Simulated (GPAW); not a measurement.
Crystal: ZnO (zincite).

```
Zn O
1.0
     3.24931    0.00000    0.00000
    -1.62465    2.81398    0.00000
     0.00000    0.00000    5.20571
Zn O
2 2
Direct
  0.66667 0.33333 0.00000
  0.33333 0.66667 0.50000
  0.33333 0.66667 0.87901
  0.66667 0.33333 0.37901
```

Base run:

| Quantity | Value |
| --- | --- |
| Program | GPAW 26.7.0 |
| Functional | BLYP |
| Potentials or basis | PAW data sets generated in the run's folder for this functional |
| Cutoff | 800 eV |
| Basis | pw |
| k mesh | 6 × 6 × 3 |
| Occupations | fermi-dirac, width 0.05 eV |
| Spin | no spin polarisation |

Its results: band gap on the k mesh 0.94 eV, direct; pressure 7.3 GPa; largest force 0.064 eV/Å.

Task: After a change of settings the same cell gave: band gap on the k mesh 1.24 eV, direct; pressure -1.7 GPa; largest force 0.070 eV/Å. Which change was it?
A. functional from BLYP to PBE; band points from 80 to 60
B. functional from BLYP to r2SCAN; potentials or basis from PAW data sets generated in the run's folder for this functional to GPAW PAW data sets (gpaw-data 1.2.1)
C. functional from BLYP to revPBE; potentials or basis from PAW data sets generated in the run's folder for this functional to the program's PAW data sets (release 1.2.1) made for this functional

Result: B.

Caveats: the PAW data sets were made with another functional, which shifts forces and pressure a little (some runs).
